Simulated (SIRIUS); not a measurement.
**N in SIRIUS: convergence with k mesh**

Input of the first run (k mesh 2 × 2 × 2); the others differ in this setting and in those tied to it:

The input sirius.json:

```json
{
  "control": {
    "processing_unit": "cpu",
    "std_evp_solver_name": "lapack",
    "gen_evp_solver_name": "lapack",
    "verbosity": 2,
    "print_forces": true,
    "ortho_rf": true,
    "use_second_variation": true,
    "rmt_max": 3.0,
    "num_bands_to_print": 12,
    "save_wf": true
  },
  "parameters": {
    "electronic_structure_method": "full_potential_lapwlo",
    "xc_functionals": ["XC_LDA_X", "XC_LDA_C_PW"],
    "core_relativity": "dirac",
    "valence_relativity": "iora",
    "num_fv_states": 12,
    "smearing": "fermi_dirac",
    "smearing_width": 0.0018374661,
    "pw_cutoff": 23,
    "gk_cutoff": 4.38,
    "lmax_apw": 10,
    "lmax_rho": 8,
    "lmax_pot": 8,
    "num_mag_dims": 0,
    "auto_rmt": 0,
    "ngridk": [2, 2, 2],
    "shiftk": [0, 0, 0],
    "num_dft_iter": 80,
    "energy_tol": 1e-07,
    "density_tol": 1e-05,
    "use_symmetry": true
  },
  "settings": {"tol_ne": 1e-10},
  "iterative_solver": {"type": "exact"},
  "mixer": {"type": "anderson", "beta": 0.5, "max_history": 8},
  "unit_cell": {
    "lattice_vectors": [[4.7611154386, 0.0, 0.0], [-2.3805577193, 4.1232469202, 0.0], [0.0, 0.0, 4.6222738803]],
    "atom_types": ["N"],
    "atom_files": {"N": "N.json"},
    "atoms": {"N": [[0.3333333333, 0.6666666667, 0.75], [0.6666666667, 0.3333333333, 0.25]]}
  }
}
```

N.json

```json
{
  "name": "nitrogen",
  "symbol": "N",
  "number": 7,
  "mass": 14.0067,
  "rmin": 1e-06,
  "rmt": 1.6,
  "nrmt": 800,
  "rinf": 13.03,
  "core": "1s",
  "valence": [
    {"basis": [{"enu": 0.05, "dme": 0, "n": 0, "auto": 0}, {"enu": 0.05, "dme": 1, "n": 0, "auto": 0}]},
    {"l": 0, "n": 1, "basis": [{"enu": -0.0052, "dme": 0, "n": 0, "auto": 0}]},
    {"l": 1, "n": 2, "basis": [{"enu": 0.15, "dme": 0, "n": 0, "auto": 0}]},
    {"l": 2, "n": 3, "basis": [{"enu": 0.15, "dme": 0, "n": 0, "auto": 0}]},
    {"l": 3, "n": 4, "basis": [{"enu": 0.15, "dme": 0, "n": 0, "auto": 0}]}
  ],
  "lo": [
    {
      "l": 0,
      "basis": [{"enu": -0.0052, "dme": 0, "n": 0, "auto": 0}, {"enu": -0.0052, "dme": 1, "n": 0, "auto": 0}]
    },
    {
      "l": 0,
      "basis": [{"enu": -0.0052, "dme": 1, "n": 0, "auto": 0}, {"enu": -0.0052, "dme": 2, "n": 0, "auto": 0}]
    },
    {
      "l": 0,
      "basis": [{"enu": -0.0052, "dme": 0, "n": 0, "auto": 0}, {"enu": 4.6822, "dme": 0, "n": 0, "auto": 0}]
    },
    {"l": 1, "basis": [{"enu": 0.15, "dme": 0, "n": 0, "auto": 0}, {"enu": 0.15, "dme": 1, "n": 0, "auto": 0}]},
    {"l": 1, "basis": [{"enu": 0.15, "dme": 1, "n": 0, "auto": 0}, {"enu": 0.15, "dme": 2, "n": 0, "auto": 0}]},
    {"l": 1, "basis": [{"enu": 0.15, "dme": 0, "n": 0, "auto": 0}, {"enu": 5.5406, "dme": 0, "n": 0, "auto": 0}]},
    {"l": 2, "basis": [{"enu": 0.15, "dme": 0, "n": 0, "auto": 0}, {"enu": 0.15, "dme": 1, "n": 0, "auto": 0}]},
    {"l": 2, "basis": [{"enu": 0.15, "dme": 1, "n": 0, "auto": 0}, {"enu": 0.15, "dme": 2, "n": 0, "auto": 0}]},
    {"l": 2, "basis": [{"enu": 0.15, "dme": 0, "n": 0, "auto": 0}, {"enu": 6.2438, "dme": 0, "n": 0, "auto": 0}]},
    {"l": 3, "basis": [{"enu": 0.15, "dme": 0, "n": 0, "auto": 0}, {"enu": 0.15, "dme": 1, "n": 0, "auto": 0}]}
  ],
  "free_atom": [... radial grid and density of the free atom, the start of the SCF ...]
}
```

sirius_start.json

```json
{
  "control": {
    "processing_unit": "cpu",
    "std_evp_solver_name": "lapack",
    "gen_evp_solver_name": "lapack",
    "verbosity": 1,
    "print_forces": false,
    "ortho_rf": true,
    "use_second_variation": true,
    "rmt_max": 3.0,
    "num_bands_to_print": 12,
    "save_wf": false
  },
  "parameters": {
    "electronic_structure_method": "full_potential_lapwlo",
    "xc_functionals": ["XC_LDA_X", "XC_LDA_C_PW"],
    "core_relativity": "dirac",
    "valence_relativity": "iora",
    "num_fv_states": 12,
    "smearing": "fermi_dirac",
    "smearing_width": 0.0055123983,
    "pw_cutoff": 23,
    "gk_cutoff": 3.5,
    "lmax_apw": 10,
    "lmax_rho": 8,
    "lmax_pot": 8,
    "num_mag_dims": 0,
    "auto_rmt": 0,
    "ngridk": [1, 1, 1],
    "shiftk": [0, 0, 0],
    "num_dft_iter": 30,
    "energy_tol": 0.01,
    "density_tol": 0.05,
    "use_symmetry": true
  },
  "settings": {"tol_ne": 1e-10},
  "iterative_solver": {"type": "exact"},
  "mixer": {"type": "anderson", "beta": 0.5, "max_history": 8},
  "unit_cell": {
    "lattice_vectors": [[4.7611154386, 0.0, 0.0], [-2.3805577193, 4.1232469202, 0.0], [0.0, 0.0, 4.6222738803]],
    "atom_types": ["N"],
    "atom_files": {"N": "N.json"},
    "atoms": {"N": [[0.3333333333, 0.6666666667, 0.75], [0.6666666667, 0.3333333333, 0.25]]}
  }
}
```

Potentials or basis: all-electron FP-LAPW, apw+lo standard.

Command:

```bash
$ OMP_NUM_THREADS=1 sirius.scf --input=sirius_start.json --output=start.json
$ OMP_NUM_THREADS=1 sirius.scf --input=sirius.json --output=output.json --task=1
```

The real solid is made of molecules; this cell is a model form.

Hardware: 1 thread of Arm Neoverse V1, with other jobs on the host.

```tsv
k mesh	energy less the tightest run, at zero smearing (meV/atom)	SCF cycles	CPU time (s)	peak memory (GiB)
2 × 2 × 2	965.00	7	11	0.27
4 × 4 × 4	-8.97	6	11	0.28
5 × 5 × 5	-17.46	6	12	0.28
7 × 7 × 6	-6.36	7	16	0.3
10 × 10 × 9	14.50	5	20	0.35
12 × 12 × 11	5.78	5	27	0.41
15 × 15 × 14	0.00	5	46	0.55
```

Not settled before the last step: the energy (to 1 meV/atom). Meshes of other sizes hit other points, so gaps and Fermi surfaces needn't settle smoothly. The tightest run that finished is the yardstick and may itself not be fully converged.
